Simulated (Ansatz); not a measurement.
# AgI (F-43m) at temperature and pressure

Wanted: expansion, heat capacity and stiffness of AgI along isobars.

Calculated with Ansatz 0.2.0; DFT RPBE, scalar-relativistic, plane waves, PAW.

The database entry behind the starting cell differs from later determinations by our own check (about 0.3 % short), so it need not match the best structure at ambient conditions.

## 1. Set-up

Symmetry: F-43m, No. 216, cubic system. Conventional cell: a = 6.473 Å, b = 6.473 Å, c = 6.473 Å, α = 90.00°, β = 90.00°, γ = 90.00°. Nearest to Ag lie 4 I at 2.80 Å. Nearest to I lie 4 Ag at 2.80 Å. Farther neighbours and most contacts between anions are not listed.

## 2. A first coarse run

A cheap single point shows whether the cell is a metal or an insulator and how far it is from rest; that sets the k-mesh and the occupations of what follows.

input.yaml

```yaml
crystal:
  lattice:
    - [0.0, 3.2365, 3.2365]
    - [3.2365, 0.0, 3.2365]
    - [3.2365, 3.2365, 0.0]
  atoms:
    - { symbol: Ag, position: [0.0, 0.0, 0.0] }
    - { symbol: I, position: [0.25, 0.25, 0.25] }
kpoints:
  mp_grid: { grid: [6, 6, 6] }
hamiltonian:
  xc: rpbe
scf:
  occupations: { method: gaussian, width: 0.1 }
  lower_state_search: "off"
output:
  forces: true
  stress: true
  eigenvalues: true
```

On the command line:

```bash
ansatz run input.yaml --threads 8 --pin off --max-ram 16384MiB --backend cpu --events-out ev --progress --plain --runs-dir out
```

Numbers of over 12 decimals in the logs are rounded to 6 here.

The program printed:

```text
Engine: ansatz 0.2.0, aarch64-unknown-linux-gnu
Pseudopotentials: kind: paw
Pseudopotential: Ag, paw, valence charge 19, recommended cutoff 420 eV (normal), Ag.paw.azcp
Pseudopotential: I, paw, valence charge 17, recommended cutoff 420 eV (normal), I.paw.azcp
Functional definition: RPBE
  parameter kappa = 0.804
  parameter beta = 0.066725
  exchange = rpbe_x(kappa = kappa, mu = beta*pi^2/3)
  correlation = pbe_c(beta = beta)
Crystal: 2 atoms, lattice volume = 67.804 Å³
Basis set: ecut = 420 eV, 1363 PW (Γ), exchange–correlation on 64×64×64 points (8 copies of the dense FFT grid, shifted against one another)
Bands: 22, of which v1, the nominal top of the filled ones, is band 18 counted from 1 (17 counted from 0)
Symmetry: 24 space group operations
Space group: F-43m (ITA 216), of the structure as read, at distance tolerance 4.1e-5 Å
k-points: 16 of 216 (time reversal used)
Non-local potential: Ag, projectors of the file, l = 0: 3, l = 1: 2, l = 2: 2, l = 3: 1
Non-local potential: I, projectors of the file, l = 0: 2, l = 1: 2, l = 2: 2, l = 3: 2
PAW form: soft (Blöchl's): semilocal exchange-correlation on the pseudo side does not see the compensation charge
PAW frozen core: Ag, regenerated for the run's functional, and the local potential with it (the file was generated under x = pbe(κ = 0.804, μ = 0.219515), c = pbe(β = 0.066725))
PAW frozen core: I, regenerated for the run's functional, and the local potential with it (the file was generated under x = pbe(κ = 0.804, μ = 0.219515), c = pbe(β = 0.066725))
PAW one-centre angular grid: Ag, 590 points (default); XC on 64 Gauss nodes
PAW one-centre angular grid: I, 590 points (default); XC on 64 Gauss nodes
Initial density: superposition of atomic densities (neutral atoms: chi_scale 0, normalization atom), corrected by the library's trained network
Initial wavefunctions: pseudopotential atomic-orbital guess
Functional: x = rpbe, c = pbe(β = 0.066725)
SCF iter   1: F=—  HF=-15121.142918 eV  |F-HF|=—  |Δ(HF+E_count)|=         —  Δρ=3.09e-3  dr2=7.01e-3  ethr=1.77e-3  ⟨swp⟩=6.6  Hψ=1739  notcnv=0
preconditioner: auto → none  [insulator: Δε(μ)=1.558 eV  Ē_g=9.834 eV  σ=0.100 eV  W_gap=1.00  n_scr=14 (ndim 8)  ℏωp=19.1 eV  f_vac=0.216  D(μ)=0.00/eV (n_scr^D=0)  ε∞_Penn≈4.8]
SCF iter   2: F=—  HF=-15121.142315 eV  |F-HF|=—  |Δ(HF+E_count)|=   6.03e-4  Δρ=2.00e-3  dr2=2.14e-3  ethr=1.95e-5  ⟨swp⟩=2.1  Hψ=768  notcnv=0
SCF iter   3: F=—  HF=-15121.141753 eV  |F-HF|=—  |Δ(HF+E_count)|=   5.62e-4  Δρ=4.80e-4  dr2=8.32e-5  ethr=5.93e-6  ⟨swp⟩=2.0  Hψ=486  notcnv=0
SCF iter   4: F=—  HF=-15121.141829 eV  |F-HF|=—  |Δ(HF+E_count)|=   7.63e-5  Δρ=1.33e-4  dr2=8.30e-6  ethr=2.31e-7  ⟨swp⟩=2.1  Hψ=510  notcnv=0
SCF iter   5: F=—  HF=-15121.141840 eV  |F-HF|=—  |Δ(HF+E_count)|=   1.03e-5  Δρ=2.85e-5  dr2=2.98e-7  ethr=2.31e-8  ⟨swp⟩=2.0  Hψ=496  notcnv=0
SCF iter   6: F=-15121.141840 eV  HF=-15121.141840 eV  |F-HF|=2.47e-9  |Δ(HF+E_count)|=   3.71e-7  Δρ=4.60e-6  dr2=1.16e-8  ethr=2.78e-10  ⟨swp⟩=6.9  Hψ=1596  notcnv=0
SCF 1 converged in 6 iterations: F = -15121.141840 eV  dr2 = 1.16e-8
  greatest PAW one-centre occupation: 1.000 electrons in one spin orbital (limit 2), on the Ag atom at site 0 (counted from 0), in its partial waves of l = 0
SCF converged after 6 iterations
Free energy (F): -15121.141840 eV
Harris-Foulkes:  -15121.141840 eV  (|F-HF|=2.47e-9)
Internal energy: -15121.141840 eV  (E = F + TS)
E sigma→0 (E₀):  -15121.141840 eV
Fermi energy:    7.850099 eV
--- Per-component energies (eV) ---
  E_band       = -770.675478
  E_kinetic    = 717.556546
  E_local      = -5489.364310  (includes V_loc(G=0)·N_el)
  E_nonlocal   = -9.827478
  E_hartree    = 2602.195066
  E_xc         = -312.493104
  E_vxc        = -361.961721  (∫ρ·V_xc dr)
  E_paw        = -8738.028303  (= ΣΔE_a)
  E_vpaw       = -831.472239  (= ΣTr[D̂ρ^β])
  E_aug_tail   = 0.000281  (compensation charges beyond the density's cutoff)
  E_ewald      = -3891.008651
  E_core_change = -0.171889  (= ΣΔE_core)
  E_smearing   = -0.000000  (= −TS)
  E_closure    = -0.000000  (closes the sum)
  Σ components = -15121.141840   (vs F -15121.141840, Δ=0.00e0)
--- Forces (eV/Å), atoms counted from 1 ---
  atom   1  Ag     0.00000000     0.00000000    -0.00000000
  atom   2  I     -0.00000000     0.00000000    -0.00000000
  max |Σ_I F_I| component: 9.25e-18 eV/Å
--- Stress (GPa, compression-positive) ---
        4.132855      -0.000000      -0.000000
        0.000000       4.132855       0.000000
       -0.000000       0.000000       4.132855
  P = ⅓ Tr σ = 4.1329 GPa (41.329 kbar)
--- Band table (eV; the first three rows and the last of 16) ---
  k-point 0: bands = [... 14 lower, 3.9853, 7.0792, 7.0792, 7.0792, 8.6139, 12.9105, 12.9105, 12.9105]
  k-point 1: bands = [... 14 lower, 3.9806, 6.0675, 6.8911, 6.8911, 9.4673, 12.7131, 13.1905, 13.1905]
  k-point 2: bands = [... 14 lower, 3.9939, 4.7670, 6.5303, 6.5303, 9.9656, 13.4395, 13.4395, 13.5847]
  k-point 15: bands = [... 14 lower, 4.2475, 4.2479, 5.0327, 5.4128, 11.6405, 11.8156, 14.5306, 14.7453]
```

It took 1 s on 8 threads of Arm Neoverse V2, shared host; peak memory 0.39 GiB; 2.9 s of CPU time.

In the SCF lines HF is the Harris–Foulkes energy and dr2 the Hartree energy of the density residual, in eV; the loop may stop once dr2 is under the threshold and the program's other checks hold. Hψ counts applications of the Hamiltonian.

Numbers from this step:

```
pressure          : 4.133 GPa
gap on the k-mesh : 1.535 eV
volume per atom   : 33.90 Å³/atom
```

The start is under 4.1 GPa at this level and looks like an insulator or semiconductor on this mesh.

## 3. Relaxation

Phonons are second derivatives about a minimum, so cell and atoms are relaxed first, inside the symmetry of the start.

input.yaml, the sections that differ from step 2:

```yaml
kpoints:
  mp_grid: { grid: [8, 8, 8] }
scf:
  occupations: { method: gaussian, width: 0.02 }
  lower_state_search: "off"
relax:
  adjacent_minimum: "off"
  f_tol: 0.005
  max_steps: 80
  cell: { stress_tol: 0.05 }
# crystal, hamiltonian, output: as in step 2
```

The program printed:

```text
[...]
Crystal: 2 atoms, lattice volume = 67.804 Å³
Basis set: ecut = 420 eV, 1363 PW (Γ), exchange–correlation on 64×64×64 points (8 copies of the dense FFT grid, shifted against one another)
Bands: 22, of which v1, the nominal top of the filled ones, is band 18 counted from 1 (17 counted from 0)
Symmetry: 24 space group operations
[...]
k-points: 29 of 512 (time reversal used)
[...]
SCF iter   1: F=—  HF=-15121.143905 eV  |F-HF|=—  |Δ(HF+E_count)|=         —  Δρ=3.11e-3  dr2=7.08e-3  ethr=1.77e-3  ⟨swp⟩=6.8  Hψ=3202  notcnv=0
[...]
SCF iter   6: F=-15121.142713 eV  HF=-15121.142713 eV  |F-HF|=3.29e-9  |Δ(HF+E_count)|=   3.48e-7  Δρ=4.26e-6  dr2=1.22e-8  ethr=2.78e-10  ⟨swp⟩=6.9  Hψ=2893  notcnv=0
SCF 1 converged in 6 iterations: F = -15121.142713 eV  dr2 = 1.22e-8
[...]
relax step   1: F+E_penalty+E_count = -15121.14271252 eV  Δ(F+E_penalty+E_count) = +0.000e0 eV  max|allowed force component| = 4.626e-17 eV/Å  Δτ_max = 0.0000 Å  P = +4.124 GPa  Ω = 67.804 Å³  (6 SCF iters, dr2 threshold 1.00e-7 eV, accepted)
Crystal: 2 atoms, lattice volume = 78.211 Å³
Basis set: ecut = 420 eV, 1471 PW (Γ), exchange–correlation on 64×64×64 points (8 copies of the dense FFT grid, shifted against one another)
[...]
iter 1 solved again at ethr=6.13e-5 eV; its pass at ethr=3.10e-3 eV (dr2=2.21e-2 eV) is discarded
[...]
SCF iter   6: F=-15121.257800 eV  HF=-15121.257799 eV  |F-HF|=2.49e-7  |Δ(HF+E_count)|=   5.64e-6  Δρ=1.11e-5  dr2=6.54e-8  ethr=5.56e-10  ⟨swp⟩=5.9  Hψ=3354  notcnv=0
SCF 2 converged in 6 iterations: F = -15121.257800 eV  dr2 = 6.54e-8
[...]
relax step   2: F+E_penalty+E_count = -15121.25779973 eV  Δ(F+E_penalty+E_count) = -1.151e-1 eV  max|allowed force component| = 2.486e-17 eV/Å  Δτ_max = 0.0000 Å  P = +0.044 GPa  Ω = 78.211 Å³  energy of the carried Pulay correction = -1.963e-3 eV  (6 SCF iters, dr2 threshold 2.00e-7 eV, accepted)
Basis set: ecut = 420 eV, 1471 PW (Γ), exchange–correlation on 72×72×72 points (8 copies of the dense FFT grid, shifted against one another)
[...]
SCF iter  10: F=-15121.259125 eV  HF=-15121.259125 eV  |F-HF|=3.64e-12  |Δ(HF+E_count)|=  6.95e-10  Δρ=1.57e-8  dr2=2.64e-13  ethr=1.00e-12  ⟨swp⟩=6.0  Hψ=3437  notcnv=0
SCF 3 converged in 10 iterations: F = -15121.259125 eV  dr2 = 2.64e-13
relax step   3: F+E_penalty+E_count = -15121.25912455 eV  Δ(F+E_penalty+E_count) = -1.325e-3 eV  max|allowed force component| = 2.776e-17 eV/Å  Δτ_max = 0.0000 Å  P = +0.032 GPa  Ω = 78.211 Å³  stress off target by 3.22e-2 GPa  SCF on the basis re-selected at this cell (its energy is not comparable with the rows above)  (10 SCF iters)
basis re-selected at this cell: Δ(F+E_penalty+E_count) = -1.325e-3 eV, ΔP = -0.012 GPa vs the last step (what re-selecting the basis moved, of the pressure what is left beyond the Pulay correction that the steps carried, after the strain that the cell walked since its last selection, with what the two solves' SCF thresholds leave and, on support functions, any second-order correction that the steps lacked; it is no measure of the basis error at this ecutwfc). The dense FFT grid was sized anew with the basis: this SCF ran on 36×36×36 points, the steps before it on 32×32×32, so part of this shift can come from that change (see relax.cell in the input reference). [rest of the remark cut]
SCF converged after 10 iterations
Free energy (F): -15121.259125 eV
[...]
Internal energy: -15121.259125 eV  (E = F + TS)
E sigma→0 (E₀):  -15121.259125 eV
Fermi energy:    5.869331 eV
[...]
--- Stress (GPa, compression-positive) ---
        0.032173      -0.000000      -0.000000
       -0.000000       0.032173      -0.000000
       -0.000000       0.000000       0.032173
  P = ⅓ Tr σ = 0.0322 GPa (0.322 kbar)
--- Band table (eV; the first three rows and the last of 29) ---
  k-point 0: bands = [... 14 lower, 2.5481, 5.0957, 5.0957, 5.0957, 6.6426, 11.1666, 11.1666, 11.1666]
  k-point 1: bands = [... 14 lower, 2.5460, 4.5621, 5.0136, 5.0136, 7.1531, 10.9566, 11.3096, 11.3096]
  k-point 2: bands = [... 14 lower, 2.5474, 3.7101, 4.8200, 4.8200, 7.7925, 11.0168, 11.5553, 11.5553]
  k-point 28: bands = [... 14 lower, 2.7441, 2.7605, 3.5029, 3.8243, 9.6039, 10.6800, 11.6492, 12.5452]
--- Relaxed structure (2 steps of the walk, 2 accepted, 1 SCFs on fresh bases) ---
  F+E_penalty+E_count = -15121.25912455 eV   max|allowed force component| = 2.776e-17 eV/Å   (the final SCF, on the basis selected at the relaxed cell)
  cell:  # Å, volume = 78.2111 Å³
    - [0, 3.394268, 3.394268]
    - [3.394268, 0, 3.394268]
    - [3.394268, 3.394268, 0]
  atoms:
    - { symbol: Ag, position: [0, 0, 0] }
    - { symbol: I, position: [0.25, 0.25, 0.25] }
```

The job ended after 2.7 s (8 threads; peak memory 0.49 GiB; 18 s of CPU time).

Relaxation path:

| step | energy less that of the first step (eV) | largest force component (eV/Å) | pressure (GPa) | volume (Å³) |
| --- | --- | --- | --- | --- |
| 1 | 0.0000 | 0.0000 | 4.12 | 67.80 |
| 2 | -0.1151 | 0.0000 | 0.04 | 78.21 |
| 3* | -0.1164 | 0.0000 | 0.03 | 78.21 |

Relaxation steps marked * repeat the geometry before them on a plane-wave basis chosen anew for their cell, so energy and pressure can jump there.

The run keeps the 24 symmetry operations that it works with, so distortions that break them were not tested.

| conventional cell, symmetrised | before | after | change |
| --- | --- | --- | --- |
| a (Å) | 6.473 | 6.789 | +4.9 % |
| b (Å) | 6.473 | 6.789 | +4.9 % |
| c (Å) | 6.473 | 6.789 | +4.9 % |
| volume (Å³/atom) | 33.90 | 39.11 | +15.3 % |

Final coordinates:

```
Ag I
1.0
     0.00000    3.39427    3.39427
     3.39427    0.00000    3.39427
     3.39427    3.39427    0.00000
Ag I
1 1
Direct
  0.00000 0.00000 0.00000
  0.25000 0.25000 0.25000
```

Numbers from this step:

```
pressure          : 0.03217 GPa
gap on the k-mesh : 1.547 eV
volume per atom   : 39.11 Å³/atom
```

The relaxation ends with a pressure of 0.03 GPa.

(Continued in part 2 of 4.)

[Logs are printed without paths, hosts, clocks, repeated set-up lines and the standing remarks that a program may print on its own settings, such as how far it seeks lower states.]

[Hosts, paths, dates, database ids (printed as entryN), source tags and the programs' standing remarks are cut or masked in the printed files.]

[A step with changed settings may run another functional than the one named; its input shows which.]
